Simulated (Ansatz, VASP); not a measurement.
# Cross-check of GaSb between VASP and Ansatz

Wanted: the spread between two codes on one cell, functional and k mesh. The cell is taken from a series of runs on this material, whose earlier steps may have relaxed, scaled, displaced or heated it; both programs get it as it stands.

Calculated with Ansatz 0.2.0; plane waves, with VASP 6.6.1 beside it; zone-centre phonons at LDA.

## Step 1: Starting point

The structure is trigonal, space group R3m (No. 160). The conventional cell has a = 4.149 Å, b = 4.149 Å, c = 10.637 Å, α = 90.00°, β = 90.00°, γ = 120.00°. Nearest to Ga lie 4 Sb at 2.57 to 2.61 Å. Nearest to Sb lie 4 Ga at 2.57 to 2.61 Å. Farther neighbours are not listed.

Structure file:

```cif
data_structure
_symmetry_space_group_name_H-M 'R3m:H'
_symmetry_Int_Tables_number 160
_cell_length_a 4.1488
_cell_length_b 4.1488
_cell_length_c 10.6375
_cell_angle_alpha 90.000
_cell_angle_beta 90.000
_cell_angle_gamma 120.000
_cell_volume 158.57
loop_
_atom_site_label
_atom_site_type_symbol
_atom_site_symmetry_multiplicity
_atom_site_Wyckoff_symbol
_atom_site_fract_x
_atom_site_fract_y
_atom_site_fract_z
_atom_site_occupancy
Ga1 Ga 3 a 0.00000 0.00000 0.00235 1
Sb1 Sb 3 a 0.00000 0.00000 0.24765 1
```

## Step 2: Ansatz: zone-centre phonons, LDA

Ansatz runs on its PAW soft_1 files.

Second derivatives magnify differences that forces hide, and they need a tight electronic threshold.

input.yaml

```yaml
crystal:
  lattice:
    - [0.0914217134, 3.0250568659, 3.0250568659]
    - [3.0250568659, 0.0914217134, 3.0250568659]
    - [3.0250568659, 3.0250568659, 0.0914217134]
  atoms:
    - { symbol: Ga, position: [-0.0023527891, -0.0023527891, -0.0023527891] }
    - { symbol: Sb, position: [0.7523527891, 0.7523527891, 0.7523527891] }
kpoints:
  mp_grid: { grid: [12, 12, 12] }
hamiltonian:
  xc: lda
  pseudopotentials: { kind: paw, azcp: { folder: soft_1 }, xc_functional: pbe }
scf:
  occupations: { method: methfessel_paxton, width: 0.2 }
output:
  eigenvalues: true
phonons:
  method: dfpt
```

The run is started by

```console
> ansatz run input.yaml --threads 4 --pin off --max-ram 10240MiB --backend cpu --events-out ev --progress --plain --runs-dir out
```

Numbers of over 12 decimals in the logs are rounded to 6 here.

Output:

```text
Engine: ansatz 0.2.0, x86_64-unknown-linux-gnu
Pseudopotentials: kind: paw
Pseudopotential: Ga, paw, valence charge 13, recommended cutoff 420 eV (normal), soft_1/Ga.paw.azcp
Pseudopotential: Sb, paw, valence charge 15, recommended cutoff 420 eV (normal), soft_1/Sb.paw.azcp
Functional definition: SPW92
  exchange = slater_x
  correlation = pw_c
Crystal: 2 atoms, lattice volume = 52.855 Å³
Basis set: ecut = 420 eV, 1001 PW (Γ), exchange–correlation on 60×60×60 points (8 copies of the dense FFT grid, shifted against one another)
Bands: 18, of which v1, the nominal top of the filled ones, is band 14 counted from 1 (13 counted from 0)
Symmetry: 6 space group operations
k-points: 476 of 1728 (irreducible under 2 space group operations, time reversal used)
Non-local potential: Ga, projectors of the file, l = 0: 2, l = 1: 2, l = 2: 3, l = 3: 1
Non-local potential: Sb, projectors of the file, l = 0: 2, l = 1: 2, l = 2: 2, l = 3: 1
PAW form: soft (Blöchl's): semilocal exchange-correlation on the pseudo side does not see the compensation charge
PAW frozen core: Ga, regenerated for the run's functional, and the local potential with it (the file was generated under x = pbe(κ = 0.804, μ = 0.219515), c = pbe(β = 0.066725))
PAW frozen core: Sb, regenerated for the run's functional, and the local potential with it (the file was generated under x = pbe(κ = 0.804, μ = 0.219515), c = pbe(β = 0.066725))
PAW one-centre angular grid: Ga, 590 points (default); XC on 64 Gauss nodes
PAW one-centre angular grid: Sb, 590 points (default); XC on 64 Gauss nodes
Initial density: superposition of atomic densities (chi_scale 0.1, normalization cell, long waves kept (reshape's long-wave potential 0.00 eV rms))
Initial wavefunctions: pseudopotential atomic-orbital guess
Functional: x = slater, c = lda
SCF iter   1: F=—  HF=-10043.215724 eV  |F-HF|=—  |Δ(HF+E_count)|=         —  Δρ=3.29e-2  dr2=4.82e-1  ethr=3.10e-3  ⟨swp⟩=5.6  Hψ=43787  notcnv=0
preconditioner: auto → none  [insulator: Δε(μ)=0.148 eV  Ē_g=15.159 eV  σ=0.200 eV  W_gap=0.58  n_scr=14 (ndim 8)  ℏωp=21.7 eV  f_vac=0.001  D(μ)=0.02/eV (n_scr^D=0)  ε∞_Penn≈3.0]
SCF iter   2: F=—  HF=-10043.092697 eV  |F-HF|=—  |Δ(HF+E_count)|=   1.23e-1  S|Δr|=    0.00e0  Δρ=1.45e-2  dr2=7.08e-2  ethr=1.72e-3  ⟨swp⟩=2.0  Hψ=14273  notcnv=0
SCF iter   3: F=—  HF=-10043.084767 eV  |F-HF|=—  |Δ(HF+E_count)|=   7.93e-3  S|Δr|=    0.00e0  Δρ=5.20e-3  dr2=1.19e-2  ethr=2.53e-4  ⟨swp⟩=2.0  Hψ=14611  notcnv=0
SCF iter   4: F=—  HF=-10043.079819 eV  |F-HF|=—  |Δ(HF+E_count)|=   4.95e-3  S|Δr|=    0.00e0  Δρ=9.83e-4  dr2=2.88e-4  ethr=4.25e-5  ⟨swp⟩=2.0  Hψ=12853  notcnv=0
SCF iter   5: F=—  HF=-10043.079729 eV  |F-HF|=—  |Δ(HF+E_count)|=   9.02e-5  S|Δr|=    0.00e0  Δρ=4.66e-4  dr2=3.68e-5  ethr=1.03e-6  ⟨swp⟩=2.0  Hψ=12854  notcnv=0
SCF iter   6: F=—  HF=-10043.079727 eV  |F-HF|=—  |Δ(HF+E_count)|=   1.67e-6  S|Δr|=    0.00e0  Δρ=2.46e-5  dr2=2.42e-7  ethr=1.31e-7  ⟨swp⟩=3.0  Hψ=17539  notcnv=0
SCF iter   7: F=—  HF=-10043.079728 eV  |F-HF|=—  |Δ(HF+E_count)|=   9.77e-7  S|Δr|=    0.00e0  Δρ=6.49e-6  dr2=1.55e-8  ethr=8.65e-10  ⟨swp⟩=2.0  Hψ=12865  notcnv=0
SCF iter   8: F=—  HF=-10043.079728 eV  |F-HF|=—  |Δ(HF+E_count)|=   5.08e-9  S|Δr|=    0.00e0  Δρ=1.38e-6  dr2=8.59e-10  ethr=5.52e-11  ⟨swp⟩=2.0  Hψ=15168  notcnv=0
SCF iter   9: F=—  HF=-10043.079728 eV  |F-HF|=—  |Δ(HF+E_count)|=  3.20e-10  S|Δr|=    0.00e0  Δρ=2.82e-7  dr2=2.60e-11  ethr=3.07e-12  ⟨swp⟩=2.0  Hψ=15234  notcnv=0
SCF iter  10: F=-10043.079728 eV  HF=-10043.079728 eV  |F-HF|=0.00e0  |Δ(HF+E_count)|=  3.64e-12  S|Δr|=    0.00e0  Δρ=7.52e-8  dr2=1.29e-12  ethr=1.00e-12  ⟨swp⟩=6.0  Hψ=39112  notcnv=0
SCF 1 converged in 10 iterations: F = -10043.079728 eV  dr2 = 1.29e-12
  greatest PAW one-centre occupation: 0.996 electrons in one spin orbital (limit 2), on the Sb atom at site 1 (counted from 0), in its partial waves of l = 2
DFPT response loops at Γ: preconditioner auto → Kerker (q_TF=auto, 2.454 Å⁻¹) (partly filled bands, converged f_vac=0.055); β = 1.00, the filter's whole step (`scf.mixing.beta` (0.50) is not read by the response loops under this deck's `scf.mixing.preconditioner`; to damp them name `kerker` or `kerker_dos`, under which they read `scf.mixing.beta`, and type it under 1.00, their step now; both keys bind the ground state too); Broyden in place of MSR1
SCF converged after 10 iterations
Stability not checked: this state was not tested for a lower state beside it, because cold or Methfessel-Paxton smearing, or corrected tetrahedra, fill the levels in a way that the test cannot read (fill_not_monotonic; see scf.lower_state_search)
Free energy (F): -10043.079728 eV
Harris-Foulkes:  -10043.079728 eV  (|F-HF|=0.00e0)
Internal energy: -10043.079984 eV  (E = F + TS)
E sigma→0 (E₀):  -10043.079792 eV
Entropy (-TS):   0.000256 eV (0.128 meV/atom)
Fermi energy:    8.781708 eV
Step filling:    the computed levels leave a gap of 0.1459 eV = 0.7 smearing widths at the electron count; against every level under it full and every level over it empty, smearing changes F+E_penalty+E_count by +0.153 meV and its σ→0 estimate by +0.089 meV
--- Per-component energies (eV) ---
  E_band       = -242.006790
  E_kinetic    = 279.145814
  E_local      = -3279.969718  (includes V_loc(G=0)·N_el)
  E_nonlocal   = 303.488966
  E_hartree    = 1687.827262
  E_xc         = -162.165551
  E_vxc        = -148.454037  (∫ρ·V_xc dr)
  E_paw        = -6312.007734  (= ΣΔE_a)
  E_vpaw       = -771.872244  (= ΣTr[D̂ρ^β])
  E_aug_tail   = -0.000103  (compensation charges beyond the density's cutoff)
  E_ewald      = -2561.686214
  E_core_change = 2.287292  (= ΣΔE_core)
  E_smearing   = 0.000256  (= −TS)
  E_closure    = 0.000000  (closes the sum)
  Σ components = -10043.079728   (vs F -10043.079728, Δ=0.00e0)
--- Band table (eV; the first three rows and the last of 476) ---
  k-point 0: bands = [... 10 lower, -3.5270, 8.2609, 8.7396, 8.7396, 8.9191, 11.1895, 11.4822, 11.4822]
  k-point 1: bands = [... 10 lower, -3.4462, 7.3898, 8.2136, 8.5841, 9.5833, 11.3870, 11.6741, 11.8072]
  k-point 2: bands = [... 10 lower, -3.2082, 5.8945, 7.8940, 8.2425, 9.6000, 11.7286, 12.0674, 12.8530]
  k-point 475: bands = [... 10 lower, -1.8795, 1.6882, 7.5438, 7.5438, 9.5052, 12.5422, 12.5422, 15.1162]
--- Phonons (Γ-DFPT): 2 representative perturbations + reference, on 476 of 1728 k-points (Σ response iterations 6) ---
  k mesh reduced under 2 symmetry operations, with k and −k counted as one. Each operation leaves every solved perturbation unchanged. A smaller set is not used because it would not reduce the number of displacements times k-points to solve
  ASR residual: 5.161e-5 → 0.000e0 eV/Å²; symmetrization residual: 1.230e-5 eV/Å²
  ASR residual per site (eV/Å²): 5.16e-5 1.22e-5
  Γ frequencies (cm⁻¹): 0.00 0.00 0.00 232.73 238.99 238.99
  non-analytic LO–TO correction: not included (Born effective charges unavailable; polar crystals: no LO–TO splitting at Γ)
```

The column dr2 measures how far the density is from self-consistency, as an energy; F and HF (Harris–Foulkes) agree once it is small.

## Step 3: VASP: zone-centre phonons, LDA

The same cell, functional (in two slightly different forms), mesh and smearing now go to VASP, with its own data sets.

Lines of VASP's logs that name or quote its potential files are left out, and so is its time.

INCAR

```
SYSTEM = GaSb
PREC = Accurate
ENCUT = 500
EDIFF = 1E-08
NELM = 120
ISMEAR = 1
SIGMA = 0.2
LREAL = .FALSE.
ALGO = Normal
GGA = CA
NBANDS = 15
LORBIT = 11
LWAVE = .FALSE.
LCHARG = .FALSE.
ISIF = 2
IBRION = 8
LASPH = .TRUE.
GGA_COMPAT = .FALSE.
EFERMI = MIDGAP
KPAR = 2
```

POSCAR

```
GaSb
1.0
    0.0914217134      3.0250568659      3.0250568659
    3.0250568659      0.0914217134      3.0250568659
    3.0250568659      3.0250568659      0.0914217134
Ga Sb
1 1
Direct
    0.9976472109      0.9976472109      0.9976472109
    0.7523527891      0.7523527891      0.7523527891
```

KPOINTS

```
Automatic mesh
0
Gamma
12 12 12
0 0 0
```

The projector-augmented-wave data sets are Ga_d and Sb (LDA family, release 64).

The run is started by

```console
> mpirun -np 2 vasp_std
```

Output:

```text
[banner, memory and clock lines left out]
running    2 mpi-ranks, on    1 nodes
 distrk:  each k-point on    1 cores,    2 groups
 distr:  one band on    1 cores,    1 groups

 POSCAR found type information on POSCAR GaSb
 POSCAR found :  2 types and       2 ions
 LDA part: xc-table for (Slater(with rela. corr.)+CA(PZ))
 , standard interpolation
 POSCAR, INCAR and KPOINTS ok, starting setup
 FFT: planning ... GRIDC
 FFT: planning ... GRID_SOFT
 FFT: planning ... GRID
 WAVECAR not read
 entering main loop
       N       E                     dE             d eps       ncg     rms          rms(c)
DAV:   1     0.811201010773E+02    0.81120E+02   -0.85875E+03  5725   0.148E+03
DAV:   2    -0.247458781360E+01   -0.83595E+02   -0.80762E+02  6580   0.303E+02
DAV:   3    -0.865907840953E+01   -0.61845E+01   -0.61633E+01  6832   0.680E+01
DAV:   4    -0.876916352113E+01   -0.11009E+00   -0.11007E+00  7048   0.102E+01
DAV:   5    -0.877182529911E+01   -0.26618E-02   -0.26617E-02  7296   0.139E+00    0.363E+00
DAV:   6    -0.866917004433E+01    0.10266E+00   -0.80962E-02  8532   0.468E+00    0.213E+00
DAV:   7    -0.862791537072E+01    0.41255E-01   -0.63205E-02  6503   0.202E+00    0.303E-01
DAV:   8    -0.862779831491E+01    0.11706E-03   -0.57290E-03  7090   0.912E-01    0.118E-01
DAV:   9    -0.862785255466E+01   -0.54240E-04   -0.39616E-04  6778   0.174E-01    0.404E-02
DAV:  10    -0.862784473463E+01    0.78200E-05   -0.24415E-05  7337   0.411E-02    0.126E-02
DAV:  11    -0.862784730025E+01   -0.25656E-05   -0.41705E-06  6678   0.183E-02    0.525E-03
DAV:  12    -0.862784727354E+01    0.26708E-07   -0.21114E-07  7126   0.341E-03    0.171E-03
DAV:  13    -0.862784727970E+01   -0.61627E-08   -0.27311E-08  6994   0.162E-03
   1 F= -.86278473E+01 E0= -.86279488E+01  d E =0.304571E-03
 Linear response reoptimize wavefunctions to high precision
DAV:   1    -0.862784727963E+01    0.66393E-10   -0.15163E-09  5844   0.404E-04
DAV:   2    -0.862784727964E+01   -0.18190E-11   -0.22973E-10  4123   0.133E-04
 Linear response DOF=           2
 Linear response progress:
  Degree of freedom:   1/  2
       N       E                     dE             d eps       ncg     rms          rms(c)
RMM:   1    -0.168425695714E+00   -0.16843E+00    0.10889E-01 17772   0.870E+00
RMM:   2    -0.166717492340E+00    0.17082E-02   -0.27642E-02 26967   0.139E+00    0.421E-02
RMM:   3    -0.166917552610E+00   -0.20006E-03   -0.38094E-03 27876   0.456E-01    0.284E-02
RMM:   4    -0.166905144058E+00    0.12409E-04   -0.20760E-03 30588   0.221E-01    0.152E-02
RMM:   5    -0.166908457175E+00   -0.33131E-05   -0.75864E-05 29720   0.538E-02    0.516E-03
RMM:   6    -0.166914195231E+00   -0.57381E-05   -0.11299E-05 29449   0.212E-02    0.825E-04
RMM:   7    -0.166904051339E+00    0.10144E-04   -0.10342E-05 28951   0.957E-03    0.679E-04
RMM:   8    -0.166905318908E+00   -0.12676E-05   -0.55940E-07 29209   0.430E-03    0.255E-04
RMM:   9    -0.166906808039E+00   -0.14891E-05   -0.44954E-09 29225   0.202E-03    0.635E-05
RMM:  10    -0.166907211758E+00   -0.40372E-06    0.22079E-07 29867   0.984E-04    0.443E-05
RMM:  11    -0.166907474932E+00   -0.26317E-06   -0.20725E-07 29788   0.476E-04    0.774E-06
RMM:  12    -0.166907485323E+00   -0.10391E-07   -0.42676E-09 29423   0.242E-04    0.103E-05
RMM:  13    -0.166907543223E+00   -0.57900E-07    0.21260E-08 30200   0.126E-04    0.292E-06
RMM:  14    -0.166907552192E+00   -0.89687E-08    0.10199E-08 29788   0.676E-05    0.234E-06
 first order change of Fermi-energy  -0.42552E+00
 force on displaced ion       1 direction 1 :  -9.325   0.151   0.151
 Linear response progress:
  Degree of freedom:   2/  2
       N       E                     dE             d eps       ncg     rms          rms(c)
RMM:   1    -0.295586252037E-01   -0.29559E-01   -0.35364E-03 28559   0.148E+00
RMM:   2    -0.264769002567E-01    0.30817E-02   -0.40480E-03 26190   0.430E-01    0.709E-02
RMM:   3    -0.264198192922E-01    0.57081E-04   -0.23637E-04 28851   0.115E-01    0.374E-02
RMM:   4    -0.264490098043E-01   -0.29191E-04   -0.37725E-05 29152   0.484E-02    0.491E-03
RMM:   5    -0.264565309324E-01   -0.75211E-05   -0.52683E-06 30036   0.169E-02    0.304E-03
RMM:   6    -0.264496323978E-01    0.68985E-05   -0.15315E-06 29386   0.569E-03    0.114E-03
RMM:   7    -0.264478187794E-01    0.18136E-05   -0.11317E-07 28676   0.182E-03    0.293E-04
RMM:   8    -0.264475152846E-01    0.30349E-06   -0.29503E-08 30201   0.691E-04    0.121E-04
RMM:   9    -0.264474366315E-01    0.78653E-07    0.12169E-09 29965   0.239E-04    0.269E-05
RMM:  10    -0.264474404623E-01   -0.38308E-08   -0.95508E-09 27652   0.928E-05    0.118E-05
 first order change of Fermi-energy   0.42586E+00
 force on displaced ion       2 direction 1 :  -9.315   0.156   0.156
 Linear response finished
```

From OUTCAR (step 3):

```text
ion  position               nearest neighbor table
   1  0.998  0.998  0.998-   2 2.57   2 2.57   2 2.57   2 2.61
   2  0.752  0.752  0.752-   1 2.57   1 2.57   1 2.57   1 2.61

  LATTYP: Found a trigonal (rhomboedric) cell.
 ALAT       =     4.2790531679
 COS(alpha) =     0.5299794606

 Subroutine GETGRP returns: Found  6 space group operations
 (whereof  6 operations were pure point group operations)

The static configuration has the point symmetry C_3v.

 Found    189 irreducible k-points:

   k-points           NKPTS =    189   k-points in BZ     NKDIM =    189   number of bands    NBANDS=     15

   dimension x,y,z NGX =    32 NGY =   32 NGZ =   32
   dimension x,y,z NGXF=    64 NGYF=   64 NGZF=   64

   ENCUT  =  500.0 eV  36.75 Ry    6.06 a.u.   7.80  7.80  7.80*2*pi/ulx,y,z

   NELECT =      18.0000    total number of electrons

 k-points in reciprocal lattice and weights: Automatic mesh
   0.00000000  0.00000000  0.00000000       0.001
   0.08333333  0.00000000  0.00000000       0.003
   0.16666667 -0.00000000 -0.00000000       0.003
   0.25000000  0.00000000 -0.00000000       0.003
   0.33333333  0.00000000  0.00000000       0.003
   0.41666667  0.00000000  0.00000000       0.003
   0.50000000  0.00000000 -0.00000000       0.002
   0.08333333  0.08333333 -0.00000000       0.003
   0.16666667  0.08333333 -0.00000000       0.007
[...]
-0.41666667  0.50000000  0.41666667       0.003
   0.50000000  0.50000000  0.50000000       0.001

 average (electrostatic) potential at core
       1 -66.1694       2 -87.8863

  Total        1.0228343      1.0228343      1.0228343     -0.4703988     -0.4703988     -0.4703988
  in kB       31.0046418     31.0046418     31.0046418    -14.2589528    -14.2589528    -14.2589528
  external PRESSURE =      31.0046418 kB  Pullay stress =       0.0000000 kB

  energy-cutoff  :      500.00
  volume of cell :       52.86
      direct lattice vectors                 reciprocal lattice vectors
     0.091421713  3.025056866  3.025056866    -0.172974101  0.167899916  0.167899916
     3.025056866  0.091421713  3.025056866     0.167899916 -0.172974101  0.167899916
     3.025056866  3.025056866  0.091421713     0.167899916  0.167899916 -0.172974101

 POSITION                                       TOTAL-FORCE (eV/Angst)
 -----------------------------------------------------------------------------------
      6.12709      6.12709      6.12709        -0.002051     -0.002051     -0.002051
      4.62060      4.62060      4.62060         0.002051      0.002051      0.002051
 -----------------------------------------------------------------------------------
    total drift:                                0.000184      0.000184      0.000184

 Eigenvectors and eigenvalues of the dynamical matrix
 ----------------------------------------------------

   1 f  =    7.227055 THz    45.408923 2PiTHz  241.068593 cm-1    29.888683 meV
             X         Y         Z           dx          dy          dz
      6.127086  6.127086  6.127086    -0.325577   -0.325577    0.651154
      4.620601  4.620601  4.620601     0.246305    0.246305   -0.492610

   2 f  =    7.227055 THz    45.408923 2PiTHz  241.068593 cm-1    29.888683 meV
             X         Y         Z           dx          dy          dz
      6.127086  6.127086  6.127086    -0.563916    0.563916   -0.000000
      4.620601  4.620601  4.620601     0.426613   -0.426613   -0.000000

   3 f  =    7.050043 THz    44.296726 2PiTHz  235.164118 cm-1    29.156622 meV
             X         Y         Z           dx          dy          dz
      6.127086  6.127086  6.127086    -0.460562   -0.460562   -0.460562
      4.620601  4.620601  4.620601     0.348161    0.348161    0.348161

   4 f/i=    0.001070 THz     0.006726 2PiTHz    0.035708 cm-1     0.004427 meV
             X         Y         Z           dx          dy          dz
      6.127086  6.127086  6.127086    -0.330713   -0.150825    0.481538
      4.620601  4.620601  4.620601    -0.437151   -0.199367    0.636518

   5 f/i=    0.001070 THz     0.006726 2PiTHz    0.035708 cm-1     0.004427 meV
             X         Y         Z           dx          dy          dz
      6.127086  6.127086  6.127086    -0.365095    0.468953   -0.103858
      4.620601  4.620601  4.620601    -0.482598    0.619883   -0.137285

   6 f/i=    0.003606 THz     0.022660 2PiTHz    0.120297 cm-1     0.014915 meV
             X         Y         Z           dx          dy          dz
      6.127086  6.127086  6.127086    -0.348161   -0.348161   -0.348161
      4.620601  4.620601  4.620601    -0.460562   -0.460562   -0.460562

 ELASTIC MODULI CONTR FROM IONIC RELAXATION (kBar)
 Direction    XX          YY          ZZ          XY          YZ          ZX
 --------------------------------------------------------------------------------
 XX          -4.2160     -3.5832     -3.5832     10.9680     25.2126     11.9412
 YY          -3.5832     -4.2160     -3.5832     11.9412     10.9680     25.2126
 ZZ          -3.5832     -3.5832     -4.2160     25.2126     11.9412     10.9680
 XY          10.9680     11.9412     25.2126   -267.9786     32.2667     32.2667
 YZ          25.2126     10.9680     11.9412     32.2667   -267.9786     32.2667
 ZX          11.9412     25.2126     10.9680     32.2667     32.2667   -267.9786
 --------------------------------------------------------------------------------
```

The gap is under twice the smearing width, so the edge states are partly filled and the run can't tell a small gap from a semimetal. Methfessel-Paxton smearing is not meant for a cell with a gap.

## Step 4: Differences

Known differences besides the potentials themselves: the two LDA forms differ slightly; the data sets hold 28 valence electrons in Ansatz (on its PAW soft_1 files) and 18 in VASP; the cutoff is 420 eV in Ansatz and 500 eV in VASP; VASP's log shows a relativistic correction to its local exchange, Ansatz's none. Total energies have different zeros and are not compared.

Compared:

```tsv
quantity	Ansatz	VASP	difference
optical mode 1 (cm⁻¹)	232.7	235.2	-1.04 %
optical mode 2 to 3 (cm⁻¹)	239.0	241.1	-0.86 %
```

Modes are paired by rising frequency, not by their patterns, so a pair may set unlike modes beside each other; they are those without the splitting of longitudinal modes.

## Step 5: Outcome

```
r.m.s. difference of the optical zone-centre modes, each program's sorted by frequency (zone-centre phonons, LDA) : 2.2 cm⁻¹
difference in optical mode 1 (zone-centre phonons, LDA)                                                           : -1.0 %
```

The r.m.s. difference of the optical zone-centre modes, each program's sorted by frequency is 2.2 cm⁻¹ (zone-centre phonons, LDA). The data sets hold unlike numbers of valence electrons (28 in Ansatz and 18 in VASP), so part of the differences comes from the potentials. Among the rows given in per cent, the largest difference of the zone-centre phonons, LDA pair is in optical mode 1, -1.0 %. How closely two codes agree says nothing of how well the functional describes the real material.

[Lines on the potential files, build, host, timing and source positions are cut from VASP's logs without a mark.]

[Logs are printed without paths, hosts, clocks, repeated set-up lines and the standing remarks that a program may print on its own settings, such as how far it seeks lower states.]

[Hosts, paths, dates, database ids (printed as entryN), source tags and the programs' standing remarks are cut or masked in the printed files.]
